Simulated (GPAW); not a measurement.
**How the plane-wave cutoff moves the magnetism of linear Ru chain, spacing 2.823 A**

Aim: see how far moments and order energies of linear Ru chain, spacing 2.823 A move with the plane-wave cutoff, and what each rung costs.

Method: PBE; plane waves with GPAW's PAW setups, scalar-relativistic, in GPAW 26.7.0.

Most raw output is cut from this account.

### Step 1. The structure

The cell holds 1 atom: 1 Ru. Its edges and angles: a = 12.000 Å, b = 12.000 Å, c = 2.823 Å, α = 90.0°, β = 90.0°, γ = 90.0°. model lattice. Vacuum lies along a and b. The structure's axis is c.

### Step 2. Rung 1 (250 eV), start ferro +

The ladder starts at a low cutoff and climbs, to see from where on the results stand still.

order1.py reads:

```python
import json
import numpy as np
from ase import Atoms
from ase.parallel import paropen, parprint
from gpaw import GPAW

atoms = Atoms(['Ru'],
    cell=[[12.0, 0.0, 0.0],
         [0.0, 12.0, 0.0],
         [0.0, 0.0, 2.823]],
    scaled_positions=[[0.5, 0.5, 0.0]],
    pbc=True,
    magmoms=[1.5])
atoms.calc = GPAW(mode={'name': 'pw', 'ecut': 250},
    xc='PBE',
    kpts={'size': (1, 1, 10), 'gamma': True},
    occupations={'name': 'fermi-dirac', 'width': 0.1},
    convergence={'density': 1e-05, 'energy': 1e-05},
    maxiter=200,
    symmetry={'tolerance': 1e-4},
    txt='order1.txt')
e = atoms.get_potential_energy(force_consistent=True)
res = {'free_energy': e, 'energy_sigma0': atoms.get_potential_energy(), 'fermi_energy': atoms.calc.get_fermi_level()}
res['moments'] = atoms.get_magnetic_moments().tolist()
res['total'] = atoms.get_magnetic_moment()
parprint('site moments (muB):', np.round(res['moments'], 3))
parprint(f"total moment: {res['total']:.3f} muB")
parprint(f'free energy: {e:.6f} eV')
atoms.calc.write('order1.gpw')
with paropen('results.json', 'w') as f:
    json.dump(res, f)
```

On the command line:

```console
$ OMP_NUM_THREADS=1 python3 order1.py > order1.log
```

It took 10 s on 1 MPI rank of AMD EPYC 9B45 (Zen 5), shared host; peak memory 0.2 GiB.

This step gave:

| Property | Result |
| --- | --- |
| magnetization | 3.353 μB |
| final state | ferromagnetic |
| largest moment | 2.655 μB |

After 21 cycles the largest moment stands at 2.65 μB.

### Step 3. Rung 1 (250 eV), start antiferro q=(0,0,1/2) +-

The second start gives the energy difference between the two end states, the quantity that is followed up the ladder. Its q is in fractions of the reciprocal vectors of the first run's cell.

order2.py is the script of step 2 with these lines changed:

```diff
@@ -6,12 +6,13 @@
 
-atoms = Atoms(['Ru'],
+atoms = Atoms(['Ru', 'Ru'],
     cell=[[12.0, 0.0, 0.0],
          [0.0, 12.0, 0.0],
-         [0.0, 0.0, 2.823]],
-    scaled_positions=[[0.5, 0.5, 0.0]],
+         [0.0, 0.0, 5.646]],
+    scaled_positions=[[0.5, 0.5, 0.0],
+         [0.5, 0.5, 0.5]],
     pbc=True,
-    magmoms=[1.5])
+    magmoms=[1.5, -1.5])
 atoms.calc = GPAW(mode={'name': 'pw', 'ecut': 250},
     xc='PBE',
-    kpts={'size': (1, 1, 10), 'gamma': True},
+    kpts={'size': (1, 1, 5), 'gamma': True},
     occupations={'name': 'fermi-dirac', 'width': 0.1},
@@ -20,3 +21,3 @@
     symmetry={'tolerance': 1e-4},
-    txt='order1.txt')
+    txt='order2.txt')
 e = atoms.get_potential_energy(force_consistent=True)
@@ -28,3 +29,3 @@
 parprint(f'free energy: {e:.6f} eV')
-atoms.calc.write('order1.gpw')
+atoms.calc.write('order2.gpw')
 with paropen('results.json', 'w') as f:
```

On the command line:

```console
$ OMP_NUM_THREADS=1 python3 order2.py > order2.log
```

Elapsed: 35 s, on 1 MPI rank; peak memory 0.26 GiB.

Numbers from this step:

* magnetization: 0 μB
* final state: antiferromagnetic
* largest moment: 2.150 μB

This start lies +154.9 meV a seeded atom from the first; its largest moment is 2.15 μB.

### Step 4. Rung 2 (325 eV), start ferro +

order1.py is the script of step 2 with these lines changed:

```diff
@@ -13,3 +13,3 @@
     magmoms=[1.5])
-atoms.calc = GPAW(mode={'name': 'pw', 'ecut': 250},
+atoms.calc = GPAW(mode={'name': 'pw', 'ecut': 325},
     xc='PBE',
```

On the command line:

```console
$ OMP_NUM_THREADS=1 python3 order1.py > order1.log
```

The job ended after 11 s (1 MPI rank; peak memory 0.22 GiB).

This step gave:

```
magnetization  : 3.340 μB
final state    : ferromagnetic
largest moment : 2.672 μB
```

The largest moment moves by +0.02 μB from rung 1, at 1.1 times its CPU time.

### Step 5. Rung 2 (325 eV), start antiferro q=(0,0,1/2) +-

order2.py is the script of step 3 with these lines changed:

```diff
@@ -14,3 +14,3 @@
     magmoms=[1.5, -1.5])
-atoms.calc = GPAW(mode={'name': 'pw', 'ecut': 250},
+atoms.calc = GPAW(mode={'name': 'pw', 'ecut': 325},
     xc='PBE',
```

On the command line:

```console
$ OMP_NUM_THREADS=1 python3 order2.py > order2.log
```

Wall time 56 s (1 MPI rank); peak memory 0.33 GiB.

Numbers from this step:

| Item | Value |
| --- | --- |
| magnetization | 0 μB |
| final state | antiferromagnetic |
| largest moment | 2.172 μB |

This start lies +161.1 meV a seeded atom from the first, a change of +6.2 meV since rung 1; its largest moment is 2.17 μB.

### Step 6. Rung 3 (400 eV), start ferro +

order1.py is the script of step 4 with these lines changed:

```diff
@@ -13,3 +13,3 @@
     magmoms=[1.5])
-atoms.calc = GPAW(mode={'name': 'pw', 'ecut': 325},
+atoms.calc = GPAW(mode={'name': 'pw', 'ecut': 400},
     xc='PBE',
```

On the command line:

```console
$ OMP_NUM_THREADS=1 python3 order1.py > order1.log
```

Elapsed: 16 s, on 1 MPI rank; peak memory 0.27 GiB.

Numbers from this step:

```
magnetization  : 3.337 μB
final state    : ferromagnetic
largest moment : 2.678 μB
```

The largest moment moves by +0.01 μB from rung 2, at 1.4 times its CPU time.

### Step 7. Rung 3 (400 eV), start antiferro q=(0,0,1/2) +-

order2.py is the script of step 5 with these lines changed:

```diff
@@ -14,3 +14,3 @@
     magmoms=[1.5, -1.5])
-atoms.calc = GPAW(mode={'name': 'pw', 'ecut': 325},
+atoms.calc = GPAW(mode={'name': 'pw', 'ecut': 400},
     xc='PBE',
```

On the command line:

```console
$ OMP_NUM_THREADS=1 python3 order2.py > order2.log
```

The job ended after 58 s (1 MPI rank; peak memory 0.41 GiB).

Numbers from this step:

```
magnetization  : 0 μB
final state    : antiferromagnetic
largest moment : 2.179 μB
```

This start lies +161.5 meV a seeded atom from the first, a change of +0.4 meV since rung 2; its largest moment is 2.18 μB.

### Step 8. Rung 4 (500 eV), start ferro +

order1.py is the script of step 6 with these lines changed:

```diff
@@ -13,3 +13,3 @@
     magmoms=[1.5])
-atoms.calc = GPAW(mode={'name': 'pw', 'ecut': 400},
+atoms.calc = GPAW(mode={'name': 'pw', 'ecut': 500},
     xc='PBE',
```

On the command line:

```console
$ OMP_NUM_THREADS=1 python3 order1.py > order1.log
```

Wall time 21 s (1 MPI rank); peak memory 0.32 GiB.

Read from the output:

```
magnetization  : 3.338 μB
final state    : ferromagnetic
largest moment : 2.679 μB
```

The largest moment is that of rung 3, at 1.3 times its CPU time.

### Step 9. Rung 4 (500 eV), start antiferro q=(0,0,1/2) +-

order2.py is the script of step 7 with these lines changed:

```diff
@@ -14,3 +14,3 @@
     magmoms=[1.5, -1.5])
-atoms.calc = GPAW(mode={'name': 'pw', 'ecut': 400},
+atoms.calc = GPAW(mode={'name': 'pw', 'ecut': 500},
     xc='PBE',
```

On the command line:

```console
$ OMP_NUM_THREADS=1 python3 order2.py > order2.log
```

It took 47 s on 1 MPI rank; peak memory 0.52 GiB.

Numbers from this step:

```yaml
magnetization: 0 μB
final_state: antiferromagnetic
largest_moment: 2.181 μB
```

This start lies +161.9 meV a seeded atom from the first, a change of +0.4 meV since rung 3; its largest moment is 2.18 μB.

### Step 10. Rung 5 (650 eV), start ferro +

order1.py is the script of step 8 with these lines changed:

```diff
@@ -13,3 +13,3 @@
     magmoms=[1.5])
-atoms.calc = GPAW(mode={'name': 'pw', 'ecut': 500},
+atoms.calc = GPAW(mode={'name': 'pw', 'ecut': 650},
     xc='PBE',
```

On the command line:

```console
$ OMP_NUM_THREADS=1 python3 order1.py > order1.log
```

Run time: 31 s. Hardware: 1 MPI rank; peak memory 0.43 GiB.

This step gave:

```
magnetization  : 3.338 μB
final state    : ferromagnetic
largest moment : 2.680 μB
```

The largest moment is that of rung 4, at 1.5 times its CPU time.

### Step 11. Rung 5 (650 eV), start antiferro q=(0,0,1/2) +-

order2.py is the script of step 9 with these lines changed:

```diff
@@ -14,3 +14,3 @@
     magmoms=[1.5, -1.5])
-atoms.calc = GPAW(mode={'name': 'pw', 'ecut': 500},
+atoms.calc = GPAW(mode={'name': 'pw', 'ecut': 650},
     xc='PBE',
```

On the command line:

```console
$ OMP_NUM_THREADS=1 python3 order2.py > order2.log
```

The job ended after 2 min (1 MPI rank; peak memory 0.73 GiB).

Read from the output:

- magnetization: 0 μB
- final state: antiferromagnetic
- largest moment: 2.182 μB

This start lies +161.8 meV a seeded atom from the first, a change of -0.1 meV since rung 4; its largest moment is 2.18 μB.

### Step 12. Rung 6 (800 eV), start ferro +

order1.py is the script of step 10 with these lines changed:

```diff
@@ -13,3 +13,3 @@
     magmoms=[1.5])
-atoms.calc = GPAW(mode={'name': 'pw', 'ecut': 650},
+atoms.calc = GPAW(mode={'name': 'pw', 'ecut': 800},
     xc='PBE',
```

On the command line:

```console
$ OMP_NUM_THREADS=1 python3 order1.py > order1.log
```

Wall time 40 s (1 MPI rank); peak memory 0.54 GiB.

Numbers from this step:

```yaml
magnetization: 3.339 μB
final_state: ferromagnetic
largest_moment: 2.680 μB
```

The largest moment is that of rung 5, at 1.3 times its CPU time.

### Step 13. Rung 6 (800 eV), start antiferro q=(0,0,1/2) +-

order2.py is the script of step 11 with these lines changed:

```diff
@@ -14,3 +14,3 @@
     magmoms=[1.5, -1.5])
-atoms.calc = GPAW(mode={'name': 'pw', 'ecut': 650},
+atoms.calc = GPAW(mode={'name': 'pw', 'ecut': 800},
     xc='PBE',
```

On the command line:

```console
$ OMP_NUM_THREADS=1 python3 order2.py > order2.log
```

Run time: 2.3 min. Hardware: 1 MPI rank; peak memory 0.97 GiB.

Read from the output:

```
magnetization  : 0 μB
final state    : antiferromagnetic
largest moment : 2.182 μB
```

This start lies +161.8 meV a seeded atom from the first, a change of -0.0 meV since rung 5; its largest moment is 2.18 μB.

### Step 14. The rungs together

Ladder, by row:

| rung | cutoff (eV) | state from the first start | state from the second start | second less first (meV a seeded atom) | moment, first (μB) | moment, second (μB) | CPU time (s) |
| --- | --- | --- | --- | --- | --- | --- | --- |
| 1 | 250 | ferromagnetic | antiferromagnetic | 154.9 | 2.655 | 2.15 | 44.49 |
| 2 | 325 | ferromagnetic | antiferromagnetic | 161.1 | 2.672 | 2.172 | 66.89 |
| 3 | 400 | ferromagnetic | antiferromagnetic | 161.5 | 2.678 | 2.179 | 73.44 |
| 4 | 500 | ferromagnetic | antiferromagnetic | 161.9 | 2.679 | 2.181 | 67.47 |
| 5 | 650 | ferromagnetic | antiferromagnetic | 161.8 | 2.68 | 2.182 | 153.5 |
| 6 | 800 | ferromagnetic | antiferromagnetic | 161.8 | 2.68 | 2.182 | 180.6 |

### Step 15. Summary of results

- range of the moment in the table, first start: 2.65 to 2.68 μB
- range of CPU time: 44 s to 3 min
- range of the energy difference: 155 to 162 meV a seeded atom
- first rung from which all stay within 8.1 meV of the last: 1

In words: From rung 1 on the result stays within 6.9 meV of the last rung, inside the margin of 8.1 meV set for it, at 25 % of the last rung's cost. The first start ends lower on every rung of the table; whether functional and cell give the true order is another question.

[Logs and program files are shortened in this print: banners, set-up blocks, solver, clock and traceback lines can be left out without a mark of their own.]

[Logs are printed without paths, hosts, clocks, repeated set-up lines and the standing remarks that a program may print on its own settings, such as how far it seeks lower states.]

[Hosts, paths, dates, database ids (printed as entryN), source tags and the programs' standing remarks are cut or masked in the printed files.]

[Where a cell is said to come from a database of computed structures, the database is the Materials Project.]
